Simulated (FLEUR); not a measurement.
Runs of FLEUR MaX-R8.1 (later development tree) on CaO. Symmetry: Fm-3m, No. 225, cubic system. Conventional cell: a = 4.807 Å, b = 4.807 Å, c = 4.807 Å, α = 90.00°, β = 90.00°, γ = 90.00°. Around Ca (site symmetry m-3m) lie 6 O at 2.40 Å. O (site symmetry m-3m) is surrounded by 6 Ca at 2.40 Å. The cell is a database's computed one.

| task | level | gmax | muffin-tin radii | max iterations | mixing factor | mixer | kmax | gap on the mesh (eV) | V0 of scaled cells (Å³/atom) | B0 (GPa) |
| --- | --- | --- | --- | --- | --- | --- | --- | --- | --- | --- |
| equation of state | AM05 | 13.2 1/bohr | Ca 2.31, O 1.77 bohr | - | - | - | 4.24 1/bohr | - | 13.66 | (b) |
| equation of state | WC | 13.2 1/bohr | Ca 2.31, O 1.77 bohr | - | - | - | 4.24 1/bohr | - | (a) | 116 |
| equation of state | PBE | 12.3 1/bohr | Ca 2.31, O 1.77 bohr | - | - | - | 3.95 1/bohr | - | 14.09 | 106 |
| band structure | RPBE | 12.8 1/bohr | Ca 2.38, O 1.82 bohr | 60 | 0.05 | Anderson | 4.12 1/bohr | 3.93 | - | - |
| band structure | PBE | 12.8 1/bohr | Ca 2.38, O 1.82 bohr | 60 | 0.05 | Anderson | 4.12 1/bohr | (c) | - | - |

Alike in all rows: potentials or basis all-electron, FLAPW; no spin polarisation; cell as given; k mesh 10 × 10 × 10; smearing fermi-dirac 0.05 eV.

**Question.** Fill in the values left out.

**Answer.** (a) 13.53; (b) 112; (c) 3.65.

Caveats: the plane-wave cutoff is short for the semicore states, which can make moduli rough (some runs).

A k mesh can miss the band edges.

Not every run made on this cell is shown here.
